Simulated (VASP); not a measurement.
# Gd (Im-3m) in VASP: notebook

Runs on Gd. Level: PBE. Tasks: single point.

Program: VASP 6.6.1. These are calculated values, not measurements. Logs are shortened: lines on timing, memory, paths and dates and some standing lists are left out, and cuts for length are marked.

## Step 1: The structure

The structure is cubic, space group Im-3m (No. 229). Conventional cell: a = 4.050 Å, b = 4.050 Å, c = 4.050 Å, α = 90.00°, β = 90.00°, γ = 90.00°. Around Gd (site symmetry m-3m) lie 8 Gd at 3.51 Å.

This isn't the form of Gd at room conditions, which is hcp.

## Step 2: Single point, PBE, collinear spin, ferromagnetic start

INCAR

```
ADDGRID = False
ALGO = Normal
EDIFF = 1E-6
ENCUT = 450
GGA = PE
ISIF = 2
ISMEAR = 0
ISPIN = 2
LASPH = True
LCHARG = False
LMAXMIX = 6
LORBIT = 11
LREAL = False
LWAVE = False
MAGMOM = 7
NELM = 100
PREC = Accurate
SIGMA = 0.2
```

KPOINTS

```
k-points
0
Gamma
  5 5 5
```

POSCAR

```
Gd
1.0
   -2.0250000000      2.0250000000      2.0250000000
    2.0250000000     -2.0250000000      2.0250000000
    2.0250000000      2.0250000000     -2.0250000000
Gd
1
Direct
    0.0000000000      0.0000000000      0.0000000000
```

Potentials or basis: VASP PAW PBE potentials, release 64 (Gd).

On the command line:

```
> cat potpaw_PBE.64/Gd/POTCAR > POTCAR
> mpirun -np 1 vasp_std > vasp.out
```

OUTCAR:

```text
EDIFF = 1E-6
   ENCUT = 450
   GGA = PE
   ISIF = 2
   ISMEAR = 0
   ISPIN = 2
   LASPH = True
   LORBIT = 11
   LREAL = False
   NELM = 100
   PREC = Accurate

 Found     10 irreducible k-points:

 Following reciprocal coordinates:
            Coordinates               Weight
  0.000000  0.000000  0.000000      1.000000
  0.200000  0.000000  0.000000     12.000000
  0.400000  0.000000  0.000000     12.000000
  0.200000  0.200000  0.000000     24.000000
  0.400000  0.200000 -0.000000     24.000000
  0.200000  0.200000  0.200000      8.000000
   k-points           NKPTS =     10   k-points in BZ     NKDIM =     10   number of bands    NBANDS=     17
   number of dos      NEDOS =    301   number of ions     NIONS =      1
   total plane-waves  NPLWV =  13824
   dimension x,y,z NGX =    24 NGY =   24 NGZ =   24
   dimension x,y,z NGXF=    48 NGYF=   48 NGZF=   48
   ions per type =               1
   NGX,Y,Z   is equivalent  to a cutoff of  11.38, 11.38, 11.38 a.u.
   NGXF,Y,Z  is equivalent  to a cutoff of  22.75, 22.75, 22.75 a.u.
 SYSTEM =  unknown system
   PREC   = accura    normal or accurate (medium, high low for compatibility)
   ISTART =      0    job   : 0-new  1-cont  2-samecut
   ICHARG =      2    charge: 1-file 2-atom 10-const
   ISPIN  =      2    spin polarized calculation?
   LNONCOLLINEAR =      F non collinear calculations
   LSORBIT =      F    spin-orbit coupling
   LASPH  =      T    aspherical Exc in radial PAW
   ENCUT  =  450.0 eV  33.07 Ry    5.75 a.u.   6.07  6.07  6.07*2*pi/ulx,y,z
   NELM   =    100;   NELMIN=  2; NELMDL= -5     # of ELM steps
   EDIFF  = 0.1E-05   stopping-criterion for ELM
   LREAL  =      F    real-space projection
   EDIFFG = 0.1E-04   stopping-criterion for IOM
   NSW    =      0    number of steps for IOM
   IBRION =     -1    ionic relax: 0-MD 1-quasi-New 2-CG
   NFREE  =      0    steps in history (QN), initial steepest desc. (CG)
   ISIF   =      2    stress and relaxation
   ISYM   =      2    0-nonsym 1-usesym 2-fastsym
   POTIM  = 0.5000    time-step for ionic-motion
   TEBEG  =    0.0;   TEEND  =   0.0 temperature during run
   PSTRESS=    0.0 pullay stress
   NELECT =      18.0000    total number of electrons
   NUPDOWN=      -1.0000    fix difference up-down
   EMIN   =  10.00;   EMAX   =-10.00  energy-range for DOS
   EFERMI =   0.00;   METHOD = LEGACY
   ISMEAR =     0;   SIGMA  =   0.20  broadening in eV -4-tet -1-fermi 0-gaus
   EFERMI_NEDOS =   21; number of points for ismear=-14 and -15
   IALGO  =     38    algorithm
   IMIX   =      4    mixing-type and parameters
     AMIX     =   0.40;   BMIX     =  1.00
     AMIX_MAG =   1.60;   BMIX_MAG =  1.00
  volume/ion in A,a.u.               =      33.22       224.15
  Fermi-wavevector in a.u.,A,eV,Ry     =   1.334711  2.522238 24.238153  1.781454
  Thomas-Fermi vector in A             =   2.463472
   LORBIT       =     11    0 simple, 1 ext, 2 COOP (PROOUT), +10 PAW based schemes
   GGA     = PE    functional components
   LHFCALC =     F    Hartree Fock is set to
   AEXX    =    0.0000 exact exchange contribution
   IVDW    =     0    specifies the selected vdW correction
   LEPSILON=     F    determine dielectric tensor
   LRPA    =     F    only Hartree local field effects (RPA)
 spin polarized calculation
 Gauss-broadening in eV      SIGMA  =   0.20
  energy-cutoff  :      450.00
  volume of cell :       33.22
 maximum number of plane-waves:       730
   NGX = 13   NGY = 13   NGZ = 13

 number of electron      17.9999994 magnetization       7.7628622

 Free energy of the ion-electron system (eV)
  ---------------------------------------------------
  ext. energy  EPLUGINS =         0.00000000
  ---------------------------------------------------
  free energy    TOTEN  =       -11.63645409 eV

  energy without entropy =      -11.59703877  energy(sigma->0) =      -11.61674643

 E-fermi :   2.9215     XC(G=0):  -9.9522

 val. band max:        2.8172493713   @ k =   0.2000   0.2000   0.0000
 cond. band min:       2.9886269134   @ k =  -0.4000   0.4000   0.2000
 fundamental gap:      0.1713775421
 Fermi energy:         2.9214879780

 spin component 1

 k-point     1 :       0.0000    0.0000    0.0000
  band No.  band energies     occupation
      1     -42.3950      1.00000
      2     -19.4150      1.00000
      3     -19.4150      1.00000
      4     -19.4150      1.00000
      5      -2.1543      1.00000
      6      -2.0440      1.00000
[... 9 lines left out ...]
     16       6.4474      0.00000
     17       6.4474      0.00000

 k-point     2 :       0.2000    0.0000    0.0000
  band No.  band energies     occupation
      1     -42.3723      1.00000
      2     -19.6648      1.00000
      3     -19.4939      1.00000
      4     -19.4162      1.00000
      5      -2.0333      1.00000
      6      -2.0181      1.00000
[... 9 lines left out ...]
     16       5.9707      0.00000
     17       6.5094      0.00000

 k-point     3 :       0.4000    0.0000    0.0000
  band No.  band energies     occupation
      1     -42.3353      1.00000
      2     -20.0428      1.00000
      3     -19.6181      1.00000
      4     -19.4184      1.00000
      5      -2.0317      1.00000
      6      -2.0156      1.00000
[... 9 lines left out ...]
     16       6.9596      0.00000
     17       8.1824      0.00000

 k-point     4 :       0.2000    0.2000    0.0000
  band No.  band energies     occupation
      1     -42.3424      1.00000
      2     -19.9171      1.00000
      3     -19.6042      1.00000
      4     -19.4702      1.00000
      5      -2.0145      1.00000
      6      -2.0111      1.00000
[... 9 lines left out ...]
     16       7.0269      0.00000
     17       7.5876      0.00000

 k-point     5 :       0.4000    0.2000   -0.0000
  band No.  band energies     occupation
      1     -42.3238      1.00000
      2     -20.0213      1.00000
      3     -19.7363      1.00000
      4     -19.4853      1.00000
      5      -2.0312      1.00000
      6      -2.0138      1.00000
[... 9 lines left out ...]
     16       7.1902      0.00000
     17       9.9708      0.00000

 k-point     6 :       0.2000    0.2000    0.2000
  band No.  band energies     occupation
      1     -42.3276      1.00000
      2     -19.9340      1.00000
      3     -19.6475      1.00000
      4     -19.6475      1.00000
      5      -2.0243      1.00000
      6      -1.9782      1.00000
[... 9 lines left out ...]
     16       7.1005      0.00000
     17       9.0694      0.00000

 [... further k-points ...]

 spin component 2

 k-point     1 :       0.0000    0.0000    0.0000
  band No.  band energies     occupation
      1     -39.1204      1.00000
      2     -16.9707      1.00000
      3     -16.9707      1.00000
      4     -16.9707      1.00000
      5      -1.1742      1.00000
      6       3.2748      0.00624
[... 9 lines left out ...]
     16       7.5740      0.00000
     17       7.5740      0.00000

 k-point     2 :       0.2000    0.0000    0.0000
  band No.  band energies     occupation
      1     -39.0921      1.00000
      2     -17.2738      1.00000
      3     -17.0633      1.00000
      4     -16.9736      1.00000
      5      -0.0910      1.00000
      6       3.2284      0.01500
[... 9 lines left out ...]
     16       7.1734      0.00000
     17       7.6959      0.00000

 k-point     3 :       0.4000    0.0000    0.0000
  band No.  band energies     occupation
      1     -39.0458      1.00000
      2     -17.7251      1.00000
      3     -17.2082      1.00000
      4     -16.9783      1.00000
      5       1.3928      1.00000
      6       3.2875      0.00483
[... 9 lines left out ...]
     16       8.2344      0.00000
     17       9.7166      0.00000

 k-point     4 :       0.2000    0.2000    0.0000
  band No.  band energies     occupation
      1     -39.0547      1.00000
      2     -17.5746      1.00000
      3     -17.1968      1.00000
      4     -17.0382      1.00000
      5       1.4862      1.00000
      6       3.1460      0.05620
[... 9 lines left out ...]
     16       8.3227      0.00000
     17       9.0535      0.00000

 k-point     5 :       0.4000    0.2000   -0.0000
  band No.  band energies     occupation
      1     -39.0315      1.00000
      2     -17.6984      1.00000
      3     -17.3539      1.00000
      4     -17.0569      1.00000
      5       2.2543      1.00000
      6       3.2347      0.01339
[... 9 lines left out ...]
     16       8.5270      0.00000
     17      11.4596      0.00000

 k-point     6 :       0.2000    0.2000    0.2000
  band No.  band energies     occupation
      1     -39.0359      1.00000
      2     -17.5951      1.00000
      3     -17.2532      1.00000
      4     -17.2532      1.00000
      5       3.0748      0.13920
      6       3.2853      0.00505
[... 9 lines left out ...]
     16       8.4107      0.00000
     17      10.5309      0.00000

 [... further k-points ...]

------------------------ aborting loop because EDIFF is reached ----------------------------------------

  FORCE on cell =-STRESS in cart. coord.  units (eV):
  Direction    XX          YY          ZZ          XY          YZ          ZX
  --------------------------------------------------------------------------------------
  -------------------------------------------------------------------------------------
  Total        0.6770481      0.6770481      0.6770481     -0.0000000     -0.0000000      0.0000000
  in kB       32.6584089     32.6584089     32.6584089     -0.0000000     -0.0000000      0.0000000
  external PRESSURE =      32.6584089 kB  Pullay stress =       0.0000000 kB

 VOLUME and BASIS-vectors are now :
 -----------------------------------------------------------------------------
  energy-cutoff  :      450.00
  volume of cell :       33.22
      direct lattice vectors                 reciprocal lattice vectors
    -2.025000000  2.025000000  2.025000000     0.000000000  0.246913580  0.246913580
     2.025000000 -2.025000000  2.025000000     0.246913580  0.000000000  0.246913580
     2.025000000  2.025000000 -2.025000000     0.246913580  0.246913580  0.000000000

 POSITION                                       TOTAL-FORCE (eV/Angst)
 -----------------------------------------------------------------------------------
      0.00000      0.00000      0.00000         0.000000     -0.000000     -0.000000
 -----------------------------------------------------------------------------------
    total drift:                                0.000000      0.000000      0.000000

  FREE ENERGIE OF THE ION-ELECTRON SYSTEM (eV)
  ---------------------------------------------------
  free  energy   TOTEN  =       -11.6364540891 eV

  energy  without entropy=      -11.5970387710  energy(sigma->0) =      -11.61674643

 total charge

# of ion       s       p       d       f       tot
--------------------------------------------------
    1        2.070   5.557   0.594   6.993  15.213

 magnetization (x)

# of ion       s       p       d       f       tot
--------------------------------------------------
    1        0.003  -0.057   0.274   6.812   7.031
```

Wall time 21 s (1 thread of Intel Xeon Platinum 8559C (Emerald Rapids), shared host); peak memory 0.15 GiB.

These settings aren't checked as converged: the numbers below hold their error.

What came out:

| Property | Result |
| --- | --- |
| Free energy | -11.6365 eV |
| Pressure | 3.3 GPa |
| Band gap on the k mesh | none (metal or under the smearing width) |
| Net moment | 7.76 μB per cell |
| Site moments | Gd +7.03 μB |
| Valence electrons inside the program's atomic spheres | Gd 15.21 |

Caveat: the k mesh is coarse (spacing up to 0.44 Å⁻¹), so the values aren't converged; spin-orbit coupling is left out, which moves the levels of the heavy elements.

## Step 3: Single point, PBE, collinear spin, ferromagnetic start

INCAR, as its differences from that of step 2:

```diff
@@ -17,2 +17,2 @@
 PREC = Accurate
-SIGMA = 0.2
+SIGMA = 0.4
```

KPOINTS is that of step 2.

POSCAR is that of step 2.

Potentials or basis: VASP PAW PBE potentials, release 64 (Gd).

On the command line:

```
> cat potpaw_PBE.64/Gd/POTCAR > POTCAR
> mpirun -np 1 vasp_std > vasp.out
```

OUTCAR:

```text
EDIFF = 1E-6
   ENCUT = 450
   GGA = PE
   ISIF = 2
   ISMEAR = 0
   ISPIN = 2
   LASPH = True
   LORBIT = 11
   LREAL = False
   NELM = 100
   PREC = Accurate

 Found     10 irreducible k-points:

 Following reciprocal coordinates:
            Coordinates               Weight
  0.000000  0.000000  0.000000      1.000000
  0.200000  0.000000  0.000000     12.000000
  0.400000  0.000000  0.000000     12.000000
  0.200000  0.200000  0.000000     24.000000
  0.400000  0.200000 -0.000000     24.000000
  0.200000  0.200000  0.200000      8.000000
   k-points           NKPTS =     10   k-points in BZ     NKDIM =     10   number of bands    NBANDS=     17
   number of dos      NEDOS =    301   number of ions     NIONS =      1
   total plane-waves  NPLWV =  13824
   dimension x,y,z NGX =    24 NGY =   24 NGZ =   24
   dimension x,y,z NGXF=    48 NGYF=   48 NGZF=   48
   ions per type =               1
   NGX,Y,Z   is equivalent  to a cutoff of  11.38, 11.38, 11.38 a.u.
   NGXF,Y,Z  is equivalent  to a cutoff of  22.75, 22.75, 22.75 a.u.
 SYSTEM =  unknown system
   PREC   = accura    normal or accurate (medium, high low for compatibility)
   ISTART =      0    job   : 0-new  1-cont  2-samecut
   ICHARG =      2    charge: 1-file 2-atom 10-const
   ISPIN  =      2    spin polarized calculation?
   LNONCOLLINEAR =      F non collinear calculations
[... 192 lines left out ...]
      5      -1.2005      1.00000
      6       3.5100      0.02415
[... 97 lines left out ...]
      4     -17.1482      1.00000
      5       3.1344      0.25892
      6       3.4023      0.05550
[... 9 lines left out ...]
     16       8.4510      0.00000
     17      10.5281      0.00000

 [... further k-points ...]

------------------------ aborting loop because EDIFF is reached ----------------------------------------

  FORCE on cell =-STRESS in cart. coord.  units (eV):
  Direction    XX          YY          ZZ          XY          YZ          ZX
  --------------------------------------------------------------------------------------
  -------------------------------------------------------------------------------------
  Total        0.0401211      0.0401211      0.0401211      0.0000000      0.0000000     -0.0000000
  in kB        1.9352989      1.9352989      1.9352989      0.0000000      0.0000000     -0.0000000
  external PRESSURE =       1.9352989 kB  Pullay stress =       0.0000000 kB

 VOLUME and BASIS-vectors are now :
 -----------------------------------------------------------------------------
  energy-cutoff  :      450.00
  volume of cell :       33.22
      direct lattice vectors                 reciprocal lattice vectors
    -2.025000000  2.025000000  2.025000000     0.000000000  0.246913580  0.246913580
     2.025000000 -2.025000000  2.025000000     0.246913580  0.000000000  0.246913580
     2.025000000  2.025000000 -2.025000000     0.246913580  0.246913580  0.000000000

 POSITION                                       TOTAL-FORCE (eV/Angst)
 -----------------------------------------------------------------------------------
      0.00000      0.00000      0.00000         0.000000     -0.000000     -0.000000
 -----------------------------------------------------------------------------------
    total drift:                                0.000000      0.000000      0.000000

  FREE ENERGIE OF THE ION-ELECTRON SYSTEM (eV)
  ---------------------------------------------------
  free  energy   TOTEN  =       -11.7005706995 eV

  energy  without entropy=      -11.5161157538  energy(sigma->0) =      -11.60834323

 total charge

# of ion       s       p       d       f       tot
--------------------------------------------------
    1        2.070   5.560   0.573   7.014  15.217

 magnetization (x)

# of ion       s       p       d       f       tot
--------------------------------------------------
    1        0.002  -0.055   0.244   6.779   6.970
```

stdout:

```text
POSCAR found type information on POSCAR Gd
 POSCAR found :  1 types and       1 ions
 scaLAPACK will be used
 LDA part: xc-table for (Slater+PW92), standard interpolation
 POSCAR, INCAR and KPOINTS ok, starting setup
 FFT: planning ... GRIDC
 FFT: planning ... GRID_SOFT
 FFT: planning ... GRID
 WAVECAR not read
 entering main loop
```

Wall time 17 s (1 thread of Intel Xeon Platinum 8559C (Emerald Rapids), shared host); peak memory 0.15 GiB.

These settings aren't checked as converged: the numbers below hold their error.

What came out:

* Free energy: -11.7006 eV
* Pressure: 0.2 GPa
* Band gap on the k mesh: none (metal or under the smearing width)
* Net moment: 7.63 μB per cell
* Site moments: Gd +6.97 μB
* Valence electrons inside the program's atomic spheres: Gd 15.22

Caveat: the k mesh is coarse (spacing up to 0.44 Å⁻¹), so the values aren't converged; spin-orbit coupling is left out, which moves the levels of the heavy elements.

[end of part 1 of 2]
